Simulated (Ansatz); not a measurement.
The system is BaTiO3.

```
Ba Ti O
1.0
     3.99980    0.00000    0.00000
     0.00000    3.99980    0.00000
     0.00000    0.00000    4.01800
Ba Ti O
1 1 3
Direct
  0.00000 0.00000 0.00000
  0.50000 0.50000 0.49000
  0.00000 0.50000 0.51700
  0.50000 0.00000 0.51700
  0.50000 0.50000 0.01900
```

```yaml
Program: Ansatz 0.2.0
Task: relaxation of cell and atoms
Functional: PBE
Potentials_or_basis: SPMS NC
Cutoff: "1034 eV (not typed: the program's choice for these potentials)"
k_mesh: 7 × 7 × 7
Occupations: fermi-dirac, width 0.05 eV
Spin: no spin polarisation
```

At the start: volume 12.86 Å³/atom.

Q: Where does the relaxation end?

A: It ends after 12 steps and the volume is 13.29 Å³/atom (+3.4 %); space group P4mm (No. 99, to 0.05 Å).

Step by step:
```
step  energy change (eV)  largest force (eV/Å)  volume (Å³)
   1              0.0000                0.2956        64.28
   2             -0.0080                0.2917        65.33
   3             -0.0096                0.2372        65.29
   4             -0.0139                0.2275        65.23
   5             -0.0226                0.2059        66.18
   6             -0.0272                0.0612        66.01
   7             -0.0272                0.0087        66.26
   8             -0.0273                0.0030        66.23
   9             -0.0339                0.0031        66.23
  10             -0.0337                0.0227        66.47
  11             -0.0338                0.0012        66.46
  12             -0.0343                0.0012        66.46
```

Final structure:
```
Ba Ti O
1.0
     3.98695    0.00000    0.00000
     0.00000    3.98695    0.00000
     0.00000    0.00000    4.18081
Ba Ti O
1 1 3
Direct
  0.00000 0.00000 0.99071
  0.50000 0.50000 0.47369
  0.00000 0.50000 0.51980
  0.50000 0.00000 0.51980
  0.50000 0.50000 0.03900
```

Caveat: the plane-wave basis is chosen anew once the cell has moved, so the energies of steps on either side of that aren't comparable; the pressure holds a Pulay correction of +0.3 GPa for the finite cutoff.
